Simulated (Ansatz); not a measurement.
# GaN: a listed cell, distorted in several ways

How do energy, forces, pressure and gap of GaN change under further strains and shifts, swapped elements, distortions that keep the symmetry? Each case is one self-consistent run.

Method: DFT r2SCAN, scalar-relativistic, plane waves, PAW, in Ansatz 0.2.0.

1 further run of the same task is left out (set aside as unsound or not needed).

## 1. The starting structure

The structure is cubic, space group Fm-3m (No. 225). Conventional cell: a = 4.270 Å, b = 4.270 Å, c = 4.270 Å, α = 90.00°, β = 90.00°, γ = 90.00°. Around Ga (site symmetry m-3m) lie 6 N at 2.14 Å. Around N (site symmetry m-3m) lie 6 Ga at 2.14 Å.

Coordinates:

```
Ga N
1.0
     0.00000    2.13524    2.13524
     2.13524    0.00000    2.13524
     2.13524    2.13524    0.00000
Ga N
1 1
Direct
  0.00000 0.00000 0.00000
  0.50000 0.50000 0.50000
```

The structure comes from the Materials Project (structure only).

## 2. Substitution of an element, cell strained: N → P, first probe

What differs from the listed cell: P takes all sites of N, and lengths are scaled by 1.112 as a first guess of the size; strain xx, yy, zz, yz, xz, xy = -2.8, -2.8, -2.8, +0.0, +0.0, +0.0 %.

input.yaml reads:

```yaml
crystal:
  lattice:
    - [0.0, 2.3074654227, 2.3074654227]
    - [2.3074654227, 0.0, 2.3074654227]
    - [2.3074654227, 2.3074654227, 0.0]
  atoms:
    - { symbol: Ga, position: [0.0, 0.0, 0.0] }
    - { symbol: P, position: [0.5, 0.5, 0.5] }
basis:
  ecutwfc: 500
kpoints:
  mp_grid: { grid: [6, 6, 6] }
hamiltonian:
  xc: r2scan
scf:
  occupations: { method: gaussian, width: 0.1 }
output:
  forces: true
  stress: true
  eigenvalues: true
```

Started as:

```
$ ansatz run input.yaml --threads 1 --pin off --max-ram 2560MiB --backend cpu --events-out ev --progress --plain --runs-dir out
```

Standard output, shortened:

```text
[...]
SCF converged after 6 iterations
Free energy (F): -4548.215925 eV
[...]
E sigma→0 (E₀):  -4548.212459 eV
Entropy (-TS):   -0.006933 eV (-3.466 meV/atom)
Fermi energy:    14.758163 eV
[...]
--- Forces (eV/Å), atoms counted from 1 ---
  atom   1  Ga    -0.00000000     0.00000000     0.00000000
  atom   2  P      0.00000000    -0.00000000     0.00000000
[...]
--- Stress (GPa, compression-positive) ---
       61.214278       0.000000      -0.000000
        0.000000      61.214278      -0.000000
       -0.000000      -0.000000      61.214278
  P = ⅓ Tr σ = 61.2143 GPa (612.143 kbar)
--- Band table (eV; the first three rows and the last of 16) ---
  k-point 0: bands = ["-2.4370", "-1.0643", "-1.0643", "-1.0034", "-1.0034", "-1.0034", "14.7550", "14.7550", "14.7550", "21.2921", "21.9406", "21.9406", "21.9406"]
[...]
```

It took 2.3 s on 1 thread of an x86-64 CPU, shared host; peak memory 0.35 GiB.

## 3. One element swapped, cell strained: N → P

input.yaml, as its differences from that of step 2:

```diff
@@ -11,3 +11,3 @@
 kpoints:
-  mp_grid: { grid: [6, 6, 6] }
+  mp_grid: { grid: [16, 16, 16] }
 hamiltonian:
```

Started as:

```
$ ansatz run input.yaml --threads 1 --pin off --max-ram 2560MiB --backend cpu --events-out ev --progress --plain --runs-dir out
```

Standard output, shortened:

```text
Warning: RAYON_NUM_THREADS=1 ignored (pool sized by the plan → 1); use --threads N
[...]
Pseudopotentials: kind: paw
Pseudopotential: Ga, paw, valence charge 13, recommended cutoff 500 eV (meta_gga), Ga.paw.azcp
Pseudopotential: P, paw, valence charge 5, recommended cutoff 500 eV (meta_gga), P.paw.azcp
Functional definition: r2SCAN
[...]
Crystal: 2 atoms, lattice volume = 24.572 Å³
Basis set: ecut = 500 eV, 609 PW (Γ), exchange–correlation on 96×96×96 points (64 copies of the dense FFT grid, shifted against one another)
Bands: 13, of which v1, the nominal top of the filled ones, is band 9 counted from 1 (8 counted from 0)
Symmetry: 48 space group operations
Space group: Fm-3m (ITA 225), of the structure as read, at distance tolerance 2.9e-5 Å
k-points: 145 of 4096
[...]
SCF iter   1: F=—  HF=-4548.144373 eV  |F-HF|=—  |Δ(HF+E_count)|=         —  Δρ=6.60e-3  dr2=1.20e-2  dr2_τ=2.19e-2  ethr=1.77e-3  ⟨swp⟩=6.0  Hψ=12032  notcnv=0
[...]
SCF iter   6: F=-4548.207301 eV  HF=-4548.207301 eV  |F-HF|=3.72e-9  |Δ(HF+E_count)|=   5.01e-9  Δρ=6.10e-6  dr2=3.82e-9  dr2_τ=1.12e-9  ethr=2.87e-10  ⟨swp⟩=5.5  Hψ=9125  notcnv=0
[...]
SCF converged after 6 iterations
Free energy (F): -4548.207301 eV
[...]
E sigma→0 (E₀):  -4548.205024 eV
Entropy (-TS):   -0.004554 eV (-2.277 meV/atom)
Fermi energy:    14.938658 eV
[...]
--- Forces (eV/Å), atoms counted from 1 ---
  atom   1  Ga    -0.00000000     0.00000000     0.00000000
  atom   2  P      0.00000000     0.00000000    -0.00000000
[...]
--- Stress (GPa, compression-positive) ---
       60.623089       0.000000       0.000000
        0.000000      60.623089       0.000000
        0.000000       0.000000      60.623089
  P = ⅓ Tr σ = 60.6231 GPa (606.231 kbar)
--- Band table (eV; the first three rows and the last of 145) ---
  k-point 0: bands = ["-2.4333", "-1.0887", "-1.0887", "-1.0278", "-1.0278", "-1.0278", "14.7619", "14.7619", "14.7619", "21.2986", "21.9397", "21.9397", "21.9397"]
[...]
```

Wall time 12 s (1 thread of an x86-64 CPU, shared host); peak memory 0.43 GiB.

## 4. A further run, with the input changed

input.yaml, as its differences from that of step 3:

```diff
@@ -10,2 +10,3 @@
   ecutwfc: 500
+  ecutrho_ratio: 2
 kpoints:
@@ -16,5 +17,6 @@
   occupations: { method: gaussian, width: 0.1 }
+  max_iter: 75
 output:
   forces: true
+  eigenvalues: true
   stress: true
-  eigenvalues: true
```

Started as:

```
$ ansatz run input.yaml --threads 1 --pin off --max-ram 2560MiB --backend cpu --events-out ev --progress --plain --runs-dir out
```

Standard output, shortened:

```text
Warning: basis.ecutrho_ratio = 2 (ecutrho = 1000 eV) is below the records' recommended 2000 eV
settings of this run that can trade accuracy for cost: basis.ecutrho_ratio < 4. Do not mix this run's numbers with those of runs without the same settings; the input reference describes each key
Warning: RAYON_NUM_THREADS=1 ignored (pool sized by the plan → 1); use --threads N
[...]
Pseudopotentials: kind: paw
Pseudopotential: Ga, paw, valence charge 13, recommended cutoff 500 eV (meta_gga), Ga.paw.azcp
Pseudopotential: P, paw, valence charge 5, recommended cutoff 500 eV (meta_gga), P.paw.azcp
Functional definition: r2SCAN
[...]
Crystal: 2 atoms, lattice volume = 24.572 Å³
Basis set: ecut = 500 eV, 609 PW (Γ), exchange–correlation on 80×80×80 points (64 copies of the dense FFT grid, shifted against one another)
Bands: 13, of which v1, the nominal top of the filled ones, is band 9 counted from 1 (8 counted from 0)
Symmetry: 48 space group operations
[...]
SCF converged after 6 iterations
Free energy (F): -4548.209959 eV
[...]
E sigma→0 (E₀):  -4548.207682 eV
Entropy (-TS):   -0.004553 eV (-2.277 meV/atom)
Fermi energy:    14.938567 eV
[...]
--- Forces (eV/Å), atoms counted from 1 ---
  atom   1  Ga     0.00000000     0.00000000     0.00000000
  atom   2  P     -0.00000000    -0.00000000     0.00000000
[...]
--- Stress (GPa, compression-positive) ---
       60.743470      -0.000000       0.000000
       -0.000000      60.743470       0.000000
        0.000000      -0.000000      60.743470
  P = ⅓ Tr σ = 60.7435 GPa (607.435 kbar)
--- Band table (eV; the first three rows and the last of 145) ---
  k-point 0: bands = ["-2.4334", "-1.0895", "-1.0895", "-1.0286", "-1.0286", "-1.0286", "14.7618", "14.7618", "14.7618", "21.2987", "21.9397", "21.9397", "21.9397"]
[...]
settings of this run that can trade accuracy for cost: basis.ecutrho_ratio < 4. Do not mix this run's numbers with those of runs without the same settings; the input reference describes each key
```

Wall time 9.5 s (1 thread of an x86-64 CPU, shared host); peak memory 0.41 GiB.

## 5. Can this result be trusted?

This run ends as converged, with warnings (cutoff below recommended). Its log warns: «basis.ecutrho_ratio = 2 (ecutrho = 1000 eV) is below the records' recommended 2000 eV»

The suspect setting: basis.ecutrho_ratio is 2. The grid or cutoff for the density and potential is too coarse for the wavefunction basis: a density holds Fourier components up to twice the waves' wavevector.

To undo it: delete basis.ecutrho_ratio (the default then holds).

```tsv
run	ending	energy change	pressure (GPa)	gap (eV)	force (eV/Å)	cycles	time
step 3	converged	0	60.6	0.00	0.00	6	12 s
altered	converged	-1.3 meV/atom	60.7	0.00	0.00	6	9.5 s
```

Changing the numerical grids moves the energy by -1.3 meV/atom. The log warns that the cutoff is under what these potentials recommend, so the shift holds truncation error.

## 6. A distortion that keeps the symmetry

Against the listed cell: strain xx, yy, zz, yz, xz, xy = -0.6, -0.6, -0.6, +0.0, +0.0, +0.0 %.

input.yaml reads:

```yaml
crystal:
  lattice:
    - [0.0, 2.1213773248, 2.1213773248]
    - [2.1213773248, 0.0, 2.1213773248]
    - [2.1213773248, 2.1213773248, 0.0]
  atoms:
    - { symbol: Ga, position: [0.0, 0.0, 0.0] }
    - { symbol: "N", position: [0.5, 0.5, 0.5] }
basis:
  ecutwfc: 500
kpoints:
  mp_grid: { grid: [12, 12, 12] }
hamiltonian:
  xc: r2scan
scf:
  occupations: { method: gaussian, width: 0.02 }
output:
  forces: true
  stress: true
  eigenvalues: true
```

Started as:

```
$ ansatz run input.yaml --threads 1 --pin off --max-ram 2560MiB --backend cpu --events-out ev --progress --plain --runs-dir out
```

Standard output, shortened:

```text
Warning: RAYON_NUM_THREADS=1 ignored (pool sized by the plan → 1); use --threads N
[...]
Pseudopotentials: kind: paw
Pseudopotential: Ga, paw, valence charge 13, recommended cutoff 500 eV (meta_gga), Ga.paw.azcp
Pseudopotential: N, paw, valence charge 5, recommended cutoff 500 eV (meta_gga), N.paw.azcp
Functional definition: r2SCAN
[...]
Crystal: 2 atoms, lattice volume = 19.093 Å³
Basis set: ecut = 500 eV, 531 PW (Γ), exchange–correlation on 96×96×96 points (64 copies of the dense FFT grid, shifted against one another)
Bands: 13, of which v1, the nominal top of the filled ones, is band 9 counted from 1 (8 counted from 0)
Symmetry: 48 space group operations
Space group: Fm-3m (ITA 225), of the structure as read, at distance tolerance 2.7e-5 Å
k-points: 72 of 1728
[...]
SCF iter   1: F=—  HF=-4175.380101 eV  |F-HF|=—  |Δ(HF+E_count)|=         —  Δρ=1.66e-2  dr2=1.89e-2  dr2_τ=8.79e-2  ethr=1.77e-3  ⟨swp⟩=4.8  Hψ=4895  notcnv=0
[...]
SCF iter   8: F=-4175.432853 eV  HF=-4175.432853 eV  |F-HF|=1.85e-8  |Δ(HF+E_count)|=   1.13e-7  Δρ=1.17e-5  dr2=2.82e-8  dr2_τ=2.59e-10  ethr=5.56e-10  ⟨swp⟩=3.0  Hψ=3397  notcnv=0
[...]
SCF converged after 8 iterations
Free energy (F): -4175.432853 eV
[...]
E sigma→0 (E₀):  -4175.432853 eV
Fermi energy:    13.266568 eV
[...]
--- Forces (eV/Å), atoms counted from 1 ---
  atom   1  Ga    -0.00000000     0.00000000    -0.00000000
  atom   2  N      0.00000000     0.00000000    -0.00000000
[...]
--- Stress (GPa, compression-positive) ---
       -4.278676      -0.000000       0.000000
       -0.000000      -4.278676       0.000000
       -0.000000      -0.000000      -4.278676
  P = ⅓ Tr σ = -4.2787 GPa (-42.787 kbar)
--- Band table (eV; the first three rows and the last of 72) ---
  k-point 0: bands = ["-5.2116", "-1.7700", "-1.7700", "-1.7700", "-1.6931", "-1.6931", "12.2369", "12.2369", "12.2369", "15.3748", "28.0226", "28.0226", "28.0226"]
[...]
```

It took 4.5 s on 1 thread of an x86-64 CPU, shared host; peak memory 0.38 GiB.

## 7. A distortion of lower symmetry

What differs from the listed cell: strain xx, yy, zz, yz, xz, xy = -0.1, +2.9, +2.9, +0.0, +0.0, +0.0 %.

input.yaml, as its differences from that of step 6:

```diff
@@ -2,5 +2,5 @@
   lattice:
-    - [0.0, 2.1213773248, 2.1213773248]
-    - [2.1213773248, 0.0, 2.1213773248]
-    - [2.1213773248, 2.1213773248, 0.0]
+    - [0.0, 2.1967084157, 2.1967084157]
+    - [2.1326513656, 0.0, 2.1967084157]
+    - [2.1326513656, 2.1967084157, 0.0]
   atoms:
@@ -20 +20,2 @@
   eigenvalues: true
+  populations: true
```

Started as:

```
$ ansatz run input.yaml --threads 1 --pin off --max-ram 2560MiB --backend cpu --events-out ev --progress --plain --runs-dir out
```

Standard output, shortened:

```text
Warning: RAYON_NUM_THREADS=1 ignored (pool sized by the plan → 1); use --threads N
[...]
Pseudopotentials: kind: paw
Pseudopotential: Ga, paw, valence charge 13, recommended cutoff 500 eV (meta_gga), Ga.paw.azcp
Pseudopotential: N, paw, valence charge 5, recommended cutoff 500 eV (meta_gga), N.paw.azcp
Functional definition: r2SCAN
[...]
Crystal: 2 atoms, lattice volume = 20.582 Å³
Basis set: ecut = 500 eV, 535 PW (Γ), exchange–correlation on 96×96×96 points (64 copies of the dense FFT grid, shifted against one another)
Bands: 13, of which v1, the nominal top of the filled ones, is band 9 counted from 1 (8 counted from 0)
Symmetry: 16 space group operations
Space group: I4/mmm (ITA 139), of the structure as read, at distance tolerance 2.7e-5 Å
k-points: 163 of 1728
[...]
SCF iter   1: F=—  HF=-4175.278814 eV  |F-HF|=—  |Δ(HF+E_count)|=         —  Δρ=1.68e-2  dr2=2.40e-2  dr2_τ=7.03e-2  ethr=1.77e-3  ⟨swp⟩=4.6  Hψ=10776  notcnv=0
[...]
SCF iter   8: F=-4175.319590 eV  HF=-4175.319590 eV  |F-HF|=4.61e-8  |Δ(HF+E_count)|=   2.21e-7  Δρ=1.69e-5  dr2=6.63e-8  dr2_τ=5.88e-10  ethr=5.56e-10  ⟨swp⟩=3.0  Hψ=7671  notcnv=0
[...]
SCF converged after 8 iterations
Free energy (F): -4175.319590 eV
[...]
E sigma→0 (E₀):  -4175.319590 eV
Fermi energy:    11.687006 eV
[...]
--- Forces (eV/Å), atoms counted from 1 ---
  atom   1  Ga     0.00000000     0.00000000     0.00000000
  atom   2  N      0.00000000    -0.00000000    -0.00000000
[...]
--- Stress (GPa, compression-positive) ---
      -16.487578       0.000000       0.000000
        0.000000     -18.956175       0.000000
        0.000000       0.000000     -18.956175
  P = ⅓ Tr σ = -18.1333 GPa (-181.333 kbar)
--- Band table (eV; the first three rows and the last of 163) ---
  k-point 0: bands = ["-5.7722", "-3.0877", "-3.0877", "-3.0830", "-3.0418", "-3.0002", "10.8568", "11.1368", "11.1368", "13.2577", "26.2641", "26.2641", "26.5064"]
[...]
--- Löwdin populations: 2 sites ---
  site symbol       q [e]
     0     Ga     12.1514
     1      N      5.8018
  spilling = 0.002600 (of n_electrons = 18.000000)
```

It took 14 s on 1 thread of an x86-64 CPU, shared host; peak memory 0.43 GiB.

Per atom:

```tsv
atom	Löwdin electrons
Ga1	12.15
N2	5.80
```

## 8. One element swapped, cell strained: Ga → Al, first probe

What differs from the listed cell: Al takes all sites of Ga, and lengths are scaled by 0.997 as a first guess of the size; strain xx, yy, zz, yz, xz, xy = -3.7, -3.7, -3.7, +0.0, +0.0, +0.0 %.

input.yaml reads:

```yaml
crystal:
  lattice:
    - [0.0, 2.0503923113, 2.0503923113]
    - [2.0503923113, 0.0, 2.0503923113]
    - [2.0503923113, 2.0503923113, 0.0]
  atoms:
    - { symbol: Al, position: [0.0, 0.0, 0.0] }
    - { symbol: "N", position: [0.5, 0.5, 0.5] }
basis:
  ecutwfc: 500
kpoints:
  mp_grid: { grid: [8, 8, 8] }
hamiltonian:
  xc: r2scan
scf:
  occupations: { method: gaussian, width: 0.1 }
output:
  forces: true
  stress: true
  eigenvalues: true
```

Started as:

```
$ ansatz run input.yaml --threads 1 --pin off --max-ram 2560MiB --backend cpu --events-out ev --progress --plain --runs-dir out
```

Standard output, shortened:

```text
[...]
SCF converged after 6 iterations
Free energy (F): -928.118591 eV
[...]
E sigma→0 (E₀):  -928.118591 eV
Fermi energy:    12.978734 eV
[...]
--- Forces (eV/Å), atoms counted from 1 ---
  atom   1  Al    -0.00000000     0.00000000     0.00000000
  atom   2  N      0.00000000     0.00000000     0.00000000
[...]
--- Stress (GPa, compression-positive) ---
      -11.714705      -0.000000      -0.000000
        0.000000     -11.714705       0.000000
        0.000000       0.000000     -11.714705
  P = ⅓ Tr σ = -11.7147 GPa (-117.147 kbar)
--- Band table (eV; the first three rows and the last of 29) ---
  k-point 0: bands = ["-7.5602", "10.4497", "10.4497", "10.4497", "16.2981", "23.2251", "23.2251", "23.2252"]
[...]
```

Run time: 1.6 s. Hardware: 1 thread of an x86-64 CPU, shared host; peak memory 0.34 GiB.

## 9. Substitution of an element, cell strained: Ga → Al

input.yaml, as its differences from that of step 8:

```diff
@@ -11,3 +11,3 @@
 kpoints:
-  mp_grid: { grid: [8, 8, 8] }
+  mp_grid: { grid: [10, 10, 10] }
 hamiltonian:
@@ -15,3 +15,3 @@
 scf:
-  occupations: { method: gaussian, width: 0.1 }
+  occupations: { method: gaussian, width: 0.02 }
 output:
```

Started as:

```
$ ansatz run input.yaml --threads 1 --pin off --max-ram 2560MiB --backend cpu --events-out ev --progress --plain --runs-dir out
```

Standard output, shortened:

```text
Warning: RAYON_NUM_THREADS=1 ignored (pool sized by the plan → 1); use --threads N
[...]
Pseudopotentials: kind: paw
Pseudopotential: Al, paw, valence charge 3, recommended cutoff 500 eV (meta_gga), Al.paw.azcp
Pseudopotential: N, paw, valence charge 5, recommended cutoff 500 eV (meta_gga), N.paw.azcp
Functional definition: r2SCAN
[...]
Crystal: 2 atoms, lattice volume = 17.240 Å³
Basis set: ecut = 500 eV, 411 PW (Γ), exchange–correlation on 96×96×96 points (64 copies of the dense FFT grid, shifted against one another)
Bands: 8, of which v1, the nominal top of the filled ones, is band 4 counted from 1 (3 counted from 0)
Symmetry: 48 space group operations
Space group: Fm-3m (ITA 225), of the structure as read, at distance tolerance 2.6e-5 Å
k-points: 47 of 1000
[...]
SCF iter   1: F=—  HF=-927.993601 eV  |F-HF|=—  |Δ(HF+E_count)|=         —  Δρ=7.75e-3  dr2=1.10e-2  dr2_τ=1.48e-1  ethr=1.77e-3  ⟨swp⟩=5.0  Hψ=2697  notcnv=0
[...]
SCF iter   6: F=-928.118878 eV  HF=-928.118878 eV  |F-HF|=1.11e-8  |Δ(HF+E_count)|=   1.16e-7  Δρ=1.63e-5  dr2=4.91e-8  dr2_τ=6.41e-10  ethr=1.25e-9  ⟨swp⟩=2.7  Hψ=1625  notcnv=0
[...]
SCF converged after 6 iterations
Free energy (F): -928.118878 eV
[...]
E sigma→0 (E₀):  -928.118878 eV
Fermi energy:    12.978532 eV
[...]
--- Forces (eV/Å), atoms counted from 1 ---
  atom   1  Al    -0.00000000     0.00000000     0.00000000
  atom   2  N      0.00000000    -0.00000000     0.00000000
[...]
--- Stress (GPa, compression-positive) ---
      -11.712589      -0.000000      -0.000000
        0.000000     -11.712589       0.000000
        0.000000       0.000000     -11.712589
  P = ⅓ Tr σ = -11.7126 GPa (-117.126 kbar)
--- Band table (eV; the first three rows and the last of 47) ---
  k-point 0: bands = ["-7.5605", "10.4493", "10.4493", "10.4493", "16.2978", "23.2251", "23.2251", "23.2251"]
[...]
```

Wall time 2.1 s (1 thread of an x86-64 CPU, shared host); peak memory 0.34 GiB.

## 10. Summary of results

```
step                                                case  energy (meV/atom)  pressure (GPa)  largest force (eV/Å)  gap on the mesh (eV)
   3           one element swapped, cell strained: N → P                n/a            60.6                  0.00                  0.00
   6                a distortion that keeps the symmetry               +0.0            -4.3                  0.00                  1.04
   7                      a distortion of lower symmetry              +56.6           -18.1                  0.00                  0.39
   9  substitution of an element, cell strained: Ga → Al                n/a           -11.7                  0.00                  5.06
```

Energies are counted from step 6, with the smearing taken to zero. Other atoms or functionals have another zero of energy (n/a). A gap of 0.00 means none on the mesh at this level.

In words: Among the distorted cells of the listed formula and level the gap runs from 0.39 eV to 1.04 eV.

The gaps are Kohn-Sham values of a semilocal functional, not quasiparticle or optical gaps. Such gaps usually fall short of the measured ones.
